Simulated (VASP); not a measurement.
**BN in VASP 6.6.1, single-point calculation**

INCAR

```
METAGGA = R2SCAN
ENCUT = 520
PREC = Medium
EDIFF = 1E-7
ISMEAR = 0
NSW = 0
LCHARG = .FALSE.
LASPH = .TRUE.
ALGO = Normal
ISIF = 2
IBRION = -1
LMAXMIX = 6
SIGMA = 0.01
LWAVE = .FALSE.
LREAL = .FALSE.
NBANDS = 11
NELM = 52
```

KPOINTS

```
KPOINTS created by Atomic Simulation Environment
0
Gamma
12 12 12
0 0 0
```

POSCAR

```
B  N
 1.0000000000000000
    -0.0138861666000000    1.8089875530999999    1.8089875530999999
     1.8089875530999999   -0.0138861666000000    1.8089875530999999
     1.8089875530999999    1.8089875530999999   -0.0138861666000000
 B   N
   1   1
Cartesian
  0.0000000000000000  0.0000000000000000  0.0000000000000000
  0.9010222349000001  0.9010222349000001  0.9010222349000002
```

The recommended PBE PAW datasets give the neutral cell 8 valence electrons.

Command

```
mpirun -np 1 vasp_std
```

Predict the outcome of this run.

It converged. Results: gap between bands v and c on the k mesh 4.93 eV; least direct gap on the k mesh 9.33 eV; pressure -5.8 GPa. Band v is the last that the valence electrons fill when counted band by band, and c is the next.

OSZICAR

```
N       E                     dE             d eps       ncg     rms          rms(c)
DAV:   1     0.761166070922E+01    0.76117E+01   -0.51672E+03  4289   0.745E+02
DAV:   2    -0.218260022650E+02   -0.29438E+02   -0.28555E+02  4962   0.170E+02
DAV:   3    -0.223969896545E+02   -0.57099E+00   -0.57003E+00  4932   0.200E+01
DAV:   4    -0.223977592757E+02   -0.76962E-03   -0.76961E-03  4443   0.815E-01
DAV:   5    -0.223977600253E+02   -0.74960E-06   -0.74960E-06  4779   0.251E-02    0.654E+00
DAV:   6    -0.191674283168E+02    0.32303E+01   -0.18952E+00  4170   0.792E+00    0.351E+00
DAV:   7    -0.191661304468E+02    0.12979E-02   -0.25118E-01  4335   0.372E+00    0.183E+00
DAV:   8    -0.191663014421E+02   -0.17100E-03   -0.42175E-02  4500   0.133E+00    0.167E-01
DAV:   9    -0.191658657441E+02    0.43570E-03   -0.62873E-03  4794   0.533E-01    0.987E-02
DAV:  10    -0.191658500296E+02    0.15715E-04   -0.49582E-04  4500   0.167E-01    0.320E-02
DAV:  11    -0.191658537736E+02   -0.37440E-05   -0.44397E-05  4704   0.519E-02    0.812E-03
DAV:  12    -0.191658547909E+02   -0.10173E-05   -0.11561E-06  4578   0.101E-02    0.157E-03
DAV:  13    -0.191658547635E+02    0.27362E-07   -0.20473E-07  3562   0.299E-03
   1 F= -.19165855E+02 E0= -.19165855E+02  d E =0.000000E+00
```

For comparison, a separate r²SCAN run of the intended cell, on usual settings and not on those above, gives a gap of 4.93 eV on its mesh and a pressure of -5.8 GPa.
